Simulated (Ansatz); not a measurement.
Compressing Pt

Theory: Ansatz, DFT r2SCAN, scalar-relativistic, plane waves, PAW. (500 eV cutoff, 18×18×18 k-mesh, Gaussian smearing of 0.10 eV, no spin polarisation)

The relaxed crystal:

```yaml
crystal:
  lattice:
    - [0.00000, 1.97011, 1.97011]
    - [1.97011, 0.00000, 1.97011]
    - [1.97011, 1.97011, 0.00000]
  atoms:
    - { symbol: Pt, position: [0.00000, 0.00000, 0.00000] }
```

Cell and atoms are relaxed at each pressure within the symmetry of the start, at zero temperature, so transitions that lower the symmetry aren't seen. The k-mesh given is that at zero pressure and may differ at others. a, b and c are the lengths of the cell vectors above. ΔH is E + PV over the energy at zero pressure.

Spin–orbit coupling is left out, which can shift energies with elements as heavy as these.

| P (GPa) | V (Å³/atom) | V/V0 | a (Å) | b (Å) | c (Å) | ΔH (eV/atom) |
| --- | --- | --- | --- | --- | --- | --- |
| -2 | 15.41 | 1.008 | 2.793 | 2.793 | 2.793 | -0.192 |
| 0 | 15.29 | 1.000 | 2.786 | 2.786 | 2.786 | 0.000 |
| 2 | 15.18 | 0.993 | 2.779 | 2.779 | 2.779 | 0.190 |
| 5 | 15.03 | 0.983 | 2.770 | 2.770 | 2.770 | 0.473 |
| 10 | ? | ? | ? | ? | ? | ? |
| 20 | ? | ? | ? | ? | ? | ? |
| 40 | 13.71 | 0.896 | 2.686 | 2.686 | 2.686 | 3.597 |

Q: What stands in the row for 10 GPa?

A: V 14.79 Å³/atom; V/V0 0.967; a 2.755 Å; b 2.755 Å; c 2.755 Å; ΔH 0.938 eV/atom.

Q: What stands in the row for 20 GPa?

A: V 14.37 Å³/atom; V/V0 0.940; a 2.729 Å; b 2.729 Å; c 2.729 Å; ΔH 1.847 eV/atom.